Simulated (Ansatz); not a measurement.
From the elastic tensor of NbAs to moduli and sound speeds

All numbers below come from DFT PBE, scalar-relativistic, plane waves, PAW (Ansatz). Plane waves to 420 eV; Γ-centred k mesh 14×14×14; Gaussian smearing of 0.10 eV. No spin polarisation.

Space group I4_1md (No. 109), tetragonal, a = 3.473 Å, c = 11.752 Å. Nb is surrounded by 6 As at 2.63–2.64 Å; around As lie 6 Nb at 2.63–2.64 Å.

The cell was found by a structure search, and a cell as deposited in COD relaxes into it. In a metal, frequencies and elastic constants depend on the k mesh and the smearing, soft modes and shear constants most.

Relaxed-ion constants (GPa, on the Cartesian axes of the calculation):
```
268.3 138.5 109.9   0.0   0.0   0.0
138.5 268.3 109.9   0.0   0.0   0.0
109.9 109.9 217.9   0.0   0.0   0.0
  0.0   0.0   0.0  84.1   0.0   0.0
  0.0   0.0   0.0   0.0  84.1   0.0
  0.0   0.0   0.0   0.0   0.0 166.3
```

Density 7.863 g/cm³; 4 atoms in 70.88 Å³.

| Property | Result |
| --- | --- |
| Bulk modulus, Voigt / Reuss / Hill | 163.5 / 160.0 / 161.7 GPa |
| Shear modulus, Voigt / Reuss / Hill | 93.3 / 82.8 / 88.0 GPa |
| Young's modulus | 224 GPa |
| Poisson ratio | 0.270 |
| Pugh ratio B/G | 1.84 (over 1.75, the rule of thumb for ductile) |
| Universal anisotropy index | 0.66 |
| Longitudinal and transverse sound speeds | 5958 and 3346 m/s |
| Debye temperature from the mean sound speed | 425 K |

The elastic anisotropy of NbAs lies mainly in shear: the Voigt and Reuss bounds are close for the bulk modulus but clearly apart for the shear modulus. The basal plane shows why. C66, at 166.3 GPa, is far larger than half the difference between C11 and C12, although both describe shear within that plane. In this structure type, four of the six Nb–As bonds around each Nb run close to the plane, along its diagonals. The C66 strain stretches and compresses these bonds directly, whereas the other shear mostly changes the angles between them, which costs less energy. The shallow tilt of the same bonds probably also contributes to C33 being lower than C11.

The tensor meets the conditions for stability against small homogeneous strains. The Pugh ratio, only slightly above its threshold, is weak evidence for ductility in a compound with directional, partly covalent d–p bonding, since plasticity and fracture depend on dislocation mobility and cleavage energies that elastic constants do not contain.
